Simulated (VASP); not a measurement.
## VASP 6.6.1 run: BaO

INCAR

```
LWAVE = .FALSE.
EDIFF = 1E-7
NBANDS = 15
IBRION = -1
NELM = 95
AMIX = 0.2
NSW = 0
ALGO = Normal
LASPH = .TRUE.
PREC = Accurate
LCHARG = .FALSE.
METAGGA = R2SCAN
LREAL = .FALSE.
ISIF = 2
SIGMA = 0.01
ISMEAR = 0
ENCUT = 520
IMIX = 1
```

KPOINTS

```
KPOINTS created by Atomic Simulation Environment
0
Gamma
8 8 8
0 0 0
```

POSCAR

```
Ba O
 1.0000000000000000
     0.0000000000000000    2.6976547784000000    2.6976547784000000
     2.6976547784000000    0.0000000000000000    2.6976547784000000
     2.6976547784000000    2.6976547784000000    0.0000000000000000
 Ba  O
   1   1
Cartesian
  0.0000000000000000  0.0000000000000000  0.0000000000000000
  2.6976547784000000  2.6976547784000000  2.6976547784000000
```

The recommended PBE PAW datasets give the neutral cell 16 valence electrons.

Command

```
mpirun -np 1 vasp_std
```

Problem. How does this run end, and what does it give?

Solution. It converged. Results: gap between bands v and c on the k mesh 2.00 eV; least direct gap on the k mesh 2.00 eV; pressure 9.8 GPa. Band v is the last that the valence electrons fill when counted band by band, and c is the next.

OSZICAR

```
N       E                     dE             d eps       ncg     rms          rms(c)
DAV:   1     0.516458913722E+02    0.51646E+02   -0.82652E+03   870   0.103E+03
DAV:   2    -0.414514399700E+02   -0.93097E+02   -0.81533E+02  1242   0.212E+02
DAV:   3    -0.452260289507E+02   -0.37746E+01   -0.37457E+01  1083   0.420E+01
DAV:   4    -0.452723464611E+02   -0.46318E-01   -0.46313E-01  1060   0.497E+00
DAV:   5    -0.452730201237E+02   -0.67366E-03   -0.67366E-03  1094   0.501E-01    0.950E+00
DAV:   6    -0.382830343917E+02    0.69900E+01   -0.14480E+00  1194   0.109E+01    0.609E+00
DAV:   7    -0.377526877048E+02    0.53035E+00   -0.82416E-01   940   0.732E+00    0.408E+00
DAV:   8    -0.377088489914E+02    0.43839E-01   -0.15244E-01  1011   0.321E+00    0.326E+00
DAV:   9    -0.377099245563E+02   -0.10756E-02   -0.21347E-02  1105   0.122E+00    0.268E+00
DAV:  10    -0.377091610196E+02    0.76354E-03   -0.58880E-03  1117   0.672E-01    0.215E+00
...
DAV:  35    -0.377076507212E+02   -0.12521E-05   -0.13855E-07   659   0.388E-03    0.893E-03
DAV:  36    -0.377076516123E+02   -0.89115E-06   -0.10414E-07   638   0.358E-03    0.727E-03
DAV:  37    -0.377076522469E+02   -0.63464E-06   -0.66991E-08   638   0.287E-03    0.592E-03
DAV:  38    -0.377076526996E+02   -0.45270E-06   -0.45497E-08   582   0.236E-03    0.482E-03
DAV:  39    -0.377076530222E+02   -0.32254E-06   -0.30988E-08   526   0.193E-03    0.394E-03
DAV:  40    -0.377076532529E+02   -0.23075E-06   -0.21216E-08   435   0.159E-03    0.321E-03
DAV:  41    -0.377076534175E+02   -0.16453E-06   -0.14488E-08   435   0.131E-03    0.263E-03
DAV:  42    -0.377076535358E+02   -0.11830E-06   -0.99320E-09   435   0.108E-03    0.215E-03
DAV:  43    -0.377076536208E+02   -0.84982E-07   -0.67928E-09   435   0.894E-04
   1 F= -.37707654E+02 E0= -.37707654E+02  d E =-.131368E-75
```

For comparison, a separate r²SCAN run of the intended cell, on usual settings and not on those above, gives a gap of 2.00 eV on its mesh and a pressure of 9.8 GPa.
